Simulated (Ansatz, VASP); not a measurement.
**One calculation of Mg2Ge3, two programs**

```
Mg Ge
1.0
    -3.91918    3.91918    3.91918
     3.91918   -3.91918    3.91918
     3.91918    3.91918   -3.91918
Mg Ge
4 6
Cartesian
  2.9394 0.9798 -0.9798
  0.9798 0.9798 0.9798
  0.9798 -0.9798 2.9394
  -0.9798 2.9394 0.9798
  1.9596 4.8990 0.0000
  0.0000 1.9596 4.8990
  2.9394 3.9192 1.9596
  4.8990 0.0000 1.9596
  1.9596 2.9394 3.9192
  3.9192 1.9596 2.9394
```

Alike in both runs: task single point; functional PBE; k mesh 4 × 4 × 4; occupations gaussian, width 0.1 eV; no spin polarisation.

```csv
,VASP,Ansatz
version,VASP 6.6.1,Ansatz 0.2.0
potentials or method,"VASP PAW PBE potentials, release 64 (Mg, Ge_d)","scalar-relativistic, plane waves, PAW"
plane-wave cutoff (eV),520,420
valence electrons in the cell,92,124
```

|  | VASP | Ansatz | Ansatz less VASP |
| --- | --- | --- | --- |
| gap on the k mesh at the Fermi level (eV) | none | none | - |
| pressure (GPa) | 8.3 | 8.3 | +0.03 |

A gap of «none» marks a metal or a gap that the smearing closes. The two sets of potentials don't hold the same shells in valence.
